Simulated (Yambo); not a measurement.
# MgS in Yambo: convergence with bands in self energy

Crystal: MgS.

```
CELL_PARAMETERS angstrom
0.00000 2.83312 2.83312
2.83312 0.00000 2.83312
2.83312 2.83312 0.00000
ATOMIC_POSITIONS crystal
S 0.25000 0.25000 0.25000
Mg 0.00000 0.00000 0.00000
```

The cell comes from a database or a generator and needn't be the stable form of this composition.

```yaml
Program: Yambo 5.3.0
Task: G0W0 quasiparticle levels
Functional: PBEsol
Potentials_or_basis: PseudoDojo 0.4.1 SR PBEsol standard
Cutoff: 1143 eV
Density_cutoff: 4572 eV
k_mesh: 6 × 6 × 6
Occupations: fixed
Spin: no spin polarisation
k_mesh_of_the_self-consistent_run: 8 × 8 × 8
Random_integration_of_the_Coulomb_term: yes
Direction_of_the_field_or_of_q_to_0: x + y + z
Broadening: 0.1 eV
States_corrected: Γ and the k points of the band edges
Frequency_dependence_of_W: plasmon pole
Terminator_of_the_band_sum_in_the_self-energy: none
Quasiparticle_equation: linearised (Newton)
Imaginary_frequency_of_the_plasmon-pole_fit: 27.2114 eV
Bands_in_the_response: 308
Bands_in_the_self-energy: 28
Cutoff_of_the_response_matrix: 8 Ry
Cutoff_of_exchange_and_Vxc: 84 Ry
Bands_corrected_first_last: "[7, 10]"
```

These are the settings of the first run; the series varies bands in self energy, with any setting tied to it.

Problem. The values tried are 28, 48, 88, 308, loosest first. From which on does the quasiparticle gap at the points computed stay within 0.05 eV of the tightest run that finished?

Solution. From 88 on.

```
bands in self energy  quasiparticle gap at the points computed (eV)
                  28                                          5.137
                  48                                          5.215
                  88                                          5.289
                 308                                          5.329
```

The tightest run that finished is the yardstick and may itself not be fully converged.

Caveat, for the tightest run too: this version prints the column dSc/dw multiplied by 27.2.
